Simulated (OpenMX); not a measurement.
BeTe:

```
Te Be
1.0
     0.00000    2.77000    2.77000
     2.77000    0.00000    2.77000
     2.77000    2.77000    0.00000
Te Be
1 1
Direct
  0.75000 0.75000 0.75000
  0.00000 0.00000 0.00000
```

Base run:

| Quantity | Value |
| --- | --- |
| Program | OpenMX 3.8.5 |
| Functional | LDA |
| Potentials or basis | OpenMX 2013 LDA set, Te7.0-s3p2d2f1, Be7.0-s2p2, grid cutoff 500 Ry |
| k mesh | 9 × 9 × 9 |
| Occupations | fermi-dirac, width 0.05 eV |
| Spin | no spin polarisation |

Its results: band gap on the k mesh 1.90 eV, indirect (least direct gap 3.60 eV); pressure 1.7 GPa.

The run is repeated on the same cell with these changes: functional from LDA to PBE; potentials or basis from OpenMX 2013 LDA set, Te7.0-s3p2d2f1, Be7.0-s2p2, grid cutoff 500 Ry to OpenMX 2013 PBE set, Te7.0-s3p2d2, Be7.0-s2p1, grid cutoff 500 Ry. What comes out?

Band gap on the k mesh 2.16 eV, indirect (least direct gap 3.73 eV); pressure 6.1 GPa.

Caveats: spin-orbit coupling is left out, which moves the levels of the heavy elements; the basis of atomic orbitals isn't converged, which shifts pressures, moduli and gaps.
